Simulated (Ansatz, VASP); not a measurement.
**Two plane-wave programs on C3N**

Contents of INCAR:

```
ALGO     = Normal         # electronic algorithm
EDIFF    = 1E-7           # SCF threshold, eV
ENCUT    = 520            # plane-wave cutoff, eV
GGA      = PE             # functional
ISIF     = 2              # what is computed and relaxed
ISMEAR   = 0              # smearing method
LASPH    = True           # aspherical terms in the spheres
LCHARG   = False          # write CHGCAR
LREAL    = False          # projectors in reciprocal space
LWAVE    = False          # write WAVECAR
NBANDS   = 27             # bands
NELM     = 60             # most SCF steps
PREC     = Accurate       # precision mode
SIGMA    = 0.2            # smearing width, eV
```

KPOINTS

```
k-points
0
Gamma
  8 6 4
```

Contents of POSCAR:

```
C3N
1.0
   -2.7542535896      0.0000000000      0.0000000000
    0.0000000000      0.0000000000     -4.3413383093
    0.0000000000     -5.5085071791      0.0000000000
C N
6 2
Direct
    0.5000000000      0.1589809847      0.7500000000
    0.5000000000      0.1589809847      0.2500000000
    1.0000000000      0.5000000000      1.0000000000
    1.0000000000      0.5000000000      0.5000000000
    0.5000000000      0.8410190153      0.7500000000
    0.5000000000      0.8410190153      0.2500000000
    1.0000000000      0.0000000000      0.5000000000
    0.0000000000      0.0000000000      0.0000000000
```

Input for Ansatz:

```yaml
crystal:
  lattice:
    - [-2.7542537668, 0.0, 0.0]
    - [0.0, 0.0, -4.3413381817]
    - [0.0, -5.5085075336, 0.0]
  atoms:
    - { symbol: C, position: [0.5, 0.1589809778, 0.75] }
    - { symbol: C, position: [0.5, 0.1589809778, 0.25] }
    - { symbol: C, position: [0.0, 0.5, 0.5] }
    - { symbol: C, position: [0.0, 0.5, 1.0] }
    - { symbol: C, position: [0.5, 0.8410190222, 0.75] }
    - { symbol: C, position: [0.5, 0.8410190222, 0.25] }
    - { symbol: "N", position: [1.0, 0.0, 1.0] }
    - { symbol: "N", position: [1.0, 0.0, 0.5] }
basis:
  ecutwfc: 420
kpoints:
  mp_grid: { grid: [8, 6, 4] }
hamiltonian:
  xc: pbe
scf:
  occupations: { method: gaussian, width: 0.2 }
  lower_state_search: "off"
output:
  forces: true
  stress: true
  eigenvalues: true
```

Alike in both runs: task single point; functional PBE; k mesh 8 × 6 × 4; occupations gaussian, width 0.2 eV; no spin polarisation.

```csv
,VASP,Ansatz
version,VASP 6.6.1,Ansatz 0.2.0
potentials or method,"VASP PAW PBE potentials, release 64 (C, N)","scalar-relativistic, plane waves, PAW"
plane-wave cutoff (eV),520,420
valence electrons in the cell,34,34
```

VASP gave:

```
gap on the k mesh at the Fermi level (eV)       : none
pressure (GPa)                                  : 0.8
largest component of the traceless stress (GPa) : 2.09
rms of the force components (eV/Å)              : 0.142
```

Question: What did Ansatz give for the same quantities?

Answer: gap on the k mesh at the Fermi level (eV): none; pressure (GPa): 0.6; largest component of the traceless stress (GPa): 1.76; rms of the force components (eV/Å): 0.105.

A gap of «none» marks a metal or a gap that the smearing closes.
